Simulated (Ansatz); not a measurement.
Pd, DFT, PBE, PAW with Ansatz's default frozen-core files, scalar-relativistic (Ansatz 0.2.0), run on 1 thread of Arm Neoverse V1 on a shared host.

The geometry is COD entry 9008478, unchecked; take it as a test cell. The listed cell was then made from it by scaling, straining or moving an atom.

Command: `ansatz run input.yaml --threads 1 --pin off --max-ram 3072MiB --backend cpu --events-out ev --progress --plain --runs-dir out`

```yaml
crystal:
  lattice:
    - [0.0, 1.886553, 1.9449]
    - [1.886553, 0.0, 1.9449]
    - [1.886553, 1.886553, 0.0]
  atoms:
    - { symbol: Pd, position: [0.0, 0.0, 0.0] }
kpoints:
  mp_grid: { grid: [18, 18, 18] }
scf:
  occupations: { method: fermi_dirac, width: 0.05 }
hamiltonian:
  xc: pbe
  pseudopotentials: { kind: paw }
output:
  forces: true
  stress: true
  eigenvalues: true
  efg: { contact_densities: true }
```

Task: How large is the problem that the program sets up?

Result: 480 irreducible k-points, 267 plane waves at Γ, 13 bands.

Task: About how long does it take, and how much memory does it use?

Result: 6.1 s of wall time for 6 SCF iterations, with a peak of 0.38 GiB. Times on shared machines scatter by tens of per cent.

Task: And the same cell and mesh by all-electron PAW (datasets made for this crystal), asked for forces, stress, eigenvalues, efg, on the same hardware?

Result: 19 s, peak memory 0.55 GiB.
